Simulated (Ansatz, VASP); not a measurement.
# Zn4Se: VASP beside Ansatz

```xyz
5
Lattice="4.5604 0.0000 0.0000 0.0000 4.5604 0.0000 0.0000 0.0000 4.5604" Properties=species:S:1:pos:R:3 pbc="T T T"
Zn    1.1401    1.1401    1.1401
Zn    3.4203    3.4203    1.1401
Zn    1.1401    3.4203    3.4203
Zn    3.4203    1.1401    3.4203
Se    0.0000    0.0000    0.0000
```

Change from the starting cell: species swapped into the SnI4 type (P-43m, No. 215).

Alike in both runs: task relaxation of cell and atoms; functional PBE; k mesh 4 × 4 × 4; occupations gaussian, width 0.1 eV; no spin polarisation.

|  | VASP | Ansatz |
| --- | --- | --- |
| version | VASP 6.6.1 | Ansatz 0.2.0 |
| potentials or method | VASP PAW PBE potentials, release 64 (Zn, Se) | scalar-relativistic, plane waves, PAW |
| plane-wave cutoff (eV) | 600 | 420 |
| valence electrons in the cell | 54 | 64 |

Ansatz gave:

* gap on the k mesh at the Fermi level, each at its own relaxed structure (eV): none
* relaxed volume (Å³/atom): 19.99
* relaxed cell length with the largest relative difference (Å): 4.641
* energy change over the relaxation (meV/atom): -1322

Task: Estimate VASP's values.

Result: gap on the k mesh at the Fermi level, each at its own relaxed structure (eV): none; relaxed volume (Å³/atom): 19.94; relaxed cell length with the largest relative difference (Å): 4.637; energy change over the relaxation (meV/atom): -1348.

A gap of «none» marks a metal or a gap that the smearing closes. The two sets of potentials don't hold the same shells in valence.
